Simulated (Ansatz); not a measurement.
ZrC, 2 atoms in the cell. Symmetry: Fm-3m, No. 225, cubic system. The conventional cell has a = 4.730 Å, b = 4.730 Å, c = 4.730 Å, α = 90.00°, β = 90.00°, γ = 90.00°. Zr (site symmetry m-3m) has 6 C at 2.37 Å as nearest neighbours. C (site symmetry m-3m) has 6 Zr at 2.37 Å as nearest neighbours. 

| Item | Value |
| --- | --- |
| Program | Ansatz 0.2.0 |
| Task | relaxation of cell and atoms |
| Functional | PBEsol |
| Potentials or basis | Ansatz PAW |
| Cutoff | 420 eV (not typed: the program's choice for these potentials) |
| k mesh | 10 × 10 × 10 |
| Occupations | fermi-dirac, width 0.05 eV |
| Spin | no spin polarisation |
| Target pressure | 20 GPa |
| Target pressure (GPa) | 20 |

Potentials or basis: Ansatz PAW.

Launch:

```bash
$ ansatz run input.yaml --threads 2 --pin off --max-ram 5632MiB --backend cpu --events-out ev --progress --plain --runs-dir out
```

Hardware: 2 threads of Arm Neoverse V2, on a shared host.

Estimate the wall time of this run.

Run time: 5 s on 2 threads of Arm Neoverse V2, on a shared host, peak memory 0.3 GiB. Counts: scf iterations 50, plane waves 459, k points 47, bands 12, ion steps 8.
